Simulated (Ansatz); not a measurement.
Formation energy of InAs

The computed numbers are results of PBE, scalar-relativistic (no spin polarisation) in the plane-wave PAW code Ansatz at 420 eV, Γ-centred 10×10×10 mesh, 0.05 eV Gaussian smearing. The datasets are Ansatz's generated set soft_2.

The chain of runs began from a cell as deposited in COD, expanded in volume. Of that entry: the entry's cell lengths or inner coordinates differ somewhat from later room-temperature determinations.

It takes space group F-43m (No. 216, cubic). Conventional cell: a = 6.186 Å, b = 6.186 Å, c = 6.186 Å, α = 90.00°, β = 90.00°, γ = 90.00°. In (site symmetry -43m) has 4 As at 2.68 Å as nearest neighbours. As (site symmetry -43m) is surrounded by 4 In at 2.68 Å. (Neighbours are counted to 15 % beyond the shortest distance.)

The elements were computed in their standard states with the same datasets, cutoff and functional. Absolute energies hang on the potentials; compare differences alone.

Energy of the relaxed cell (2 atoms, smearing extrapolated to zero): -10454.468 eV. Elements, in eV/atom: In -5597.847, As -4856.136.

Question: What is the formation energy?

Answer: [-10454.468 − (1 × -5597.847 + 1 × -4856.136)] / 2 = -0.24 eV/atom, or -23 kJ per mole of atoms.

The value is for 0 K, without zero-point energy. A negative value shows stability against the elements alone, not against other compounds or structures.

At this volume the filled and empty bands only touch, so this is a zero-gap semimetal rather than a metal, and a semilocal functional can cause such a touching. The relaxed cell is 6 % larger in volume than the cell of this structure in the Crystallography Open Database (27.79 Å³/atom, 1990).
